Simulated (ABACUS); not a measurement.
Slab: WS2, a slab with vacuum.

```
W S
1.0
     3.18352    0.00000    0.00000
    -1.59176    2.75701    0.00000
     0.00000    0.00000   16.95058
W S
1 2
Direct
  0.00000 0.00000 0.00000
  0.33333 0.66667 0.09200
  0.33333 0.66667 0.90800
```

| Property | Result |
| --- | --- |
| Program | ABACUS 3.10.1 |
| Task | single point |
| Functional | PBEsol |
| Potentials or basis | PseudoDojo NC SR 0.4.1 PBEsol standard |
| Cutoff | 1007 eV |
| Density cutoff | 4027 eV |
| Basis | plane waves |
| k mesh | 10 × 10 × 2 |
| Occupations | fermi-dirac, width 0.05 eV |
| Spin | no spin polarisation |

On this cell: largest force 0.125 eV/Å; band gap on the k mesh 1.98 eV, indirect (least direct gap 2.15 eV).

The same run follows on a disturbed copy (atoms moved at random, drawn with an rms of 0.05 Å):

```
W S
1.0
     3.18352    0.00000    0.00000
    -1.59176    2.75701    0.00000
     0.00000    0.00000   16.95058
W S
1 2
Direct
  0.99775 0.00096 0.99765
  0.33985 0.65947 0.09287
  0.33153 0.65848 0.90878
```

Task: What changes?

Result: The energy moves by +20.7 meV/atom; largest force 1.878 eV/Å; band gap on the k mesh 1.91 eV, indirect (least direct gap 2.12 eV).

Forces on the atoms (eV/Å):
```
W    0.567 -0.508  1.717
S   -0.368  0.204 -0.930
S   -0.199  0.304 -0.788
```

Stress tensor (GPa, compression positive):
```
-1.47  0.18 -0.32
 0.18 -1.10 -0.14
-0.32 -0.14 -0.35
```

Caveats: spin-orbit coupling is left out, which moves the levels of the heavy elements.

A k mesh can miss the band edges.
